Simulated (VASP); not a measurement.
A run of VASP 6.6.1:

The input INCAR:

```
SYSTEM = CaF2
ALGO = Normal ; EDIFF = 1E-6
EDIFFG = -0.002 ; ENCUT = 600
GGA = PE ; IBRION = 2
ISIF = 3 ; ISMEAR = 0
LASPH = .TRUE. ; LCHARG = .FALSE.
LREAL = .FALSE. ; LWAVE = .FALSE.
NELM = 100 ; NSW = 100
PREC = Accurate ; SIGMA = 0.02
```

The input KPOINTS:

```
k-points
0
G
  8 8 8
  0 0 0
```

The input POSCAR:

```
CaF2
1.0
    0.0000000000      2.7316045000      2.7316045000
    2.7316045000      0.0000000000      2.7316045000
    2.7316045000      2.7316045000      0.0000000000
Ca F
1 2
Direct
    0.0000000000      0.0000000000      0.0000000000
    0.2500000000      0.2500000000      0.2500000000
    0.7500000000      0.7500000000      0.7500000000
```

Potentials or basis: VASP PAW PBE potentials, release 64 (Ca_sv, F).

Launch:

```console
$ cat potpaw_PBE.64/Ca_sv/POTCAR potpaw_PBE.64/F/POTCAR > POTCAR
$ mpirun -np 1 vasp_std > vasp.out
```

Hardware: 1 thread of AMD EPYC 7R13 Processor (Zen 3), with other jobs on the host.

How long does it take, and how much memory?

It took 49 s on 1 thread of AMD EPYC 7R13 Processor (Zen 3), on a shared host, peak memory 0.17 GiB. Counts: scf iterations 27, k points 29, ion steps 3.
